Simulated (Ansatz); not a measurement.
**BaTiO₃: random displacements**

The calculation used DFT r2SCAN, scalar-relativistic, plane waves, PAW in Ansatz 0.2.0. Settings: plane waves to 500 eV, k-mesh 8×8×8 (Γ-centred), Gaussian smearing 0.05 eV. Spin–orbit coupling is left out, which matters for the heavy elements here. No spin polarisation. Energies are free energies at this smearing, counted from the undisturbed cell; pressure is positive in compression.

The undisturbed cell (relaxed at this level; it needn't be the usual structure):

```
Ba Ti O
1.0
     3.99397    0.00000    0.00000
     0.00000    3.99397    0.00000
     0.00000    0.00000    3.99410
Ba Ti O
1 1 3
Direct
  0.00000 0.00000 0.00000
  0.50000 0.50000 0.50000
  0.50000 0.50000 0.00000
  0.50000 0.00000 0.50000
  0.00000 0.50000 0.50000
```

The atoms are displaced (Å, in the unstrained cell):

| atom | ux | uy | uz |
| --- | --- | --- | --- |
| Ba1 | 0.015 | 0.025 | 0.035 |
| Ti2 | 0.015 | 0.049 | 0.003 |
| O3 | -0.090 | -0.028 | -0.026 |
| O4 | 0.093 | -0.006 | -0.021 |
| O5 | -0.032 | -0.041 | 0.008 |

The cell is not strained.

Question: What are the energy change, the stress and the forces?

Answer: ΔE = 11.8 meV/atom; stress (xx, yy, zz, yz, xz, xy; compression positive) (0.63, 0.78, 0.04, 0.12, -0.06, 0.16) GPa; gap on the mesh 2.23 eV.
| atom | Fx (eV/Å) | Fy | Fz |
| --- | --- | --- | --- |
| Ba1 | -0.09 | -0.07 | -0.27 |
| Ti2 | 0.24 | 0.05 | 0.26 |
| O3 | 0.37 | 0.24 | 0.10 |
| O4 | -0.63 | -0.52 | 0.04 |
| O5 | 0.12 | 0.30 | -0.12 |

Symmetry holds off the tilts and polar distortions that many cubic perovskites undergo.

Cost: 1 run of about 0.94 core-minutes, on Intel Xeon 6975P-C (Granite Rapids) (shared hosts).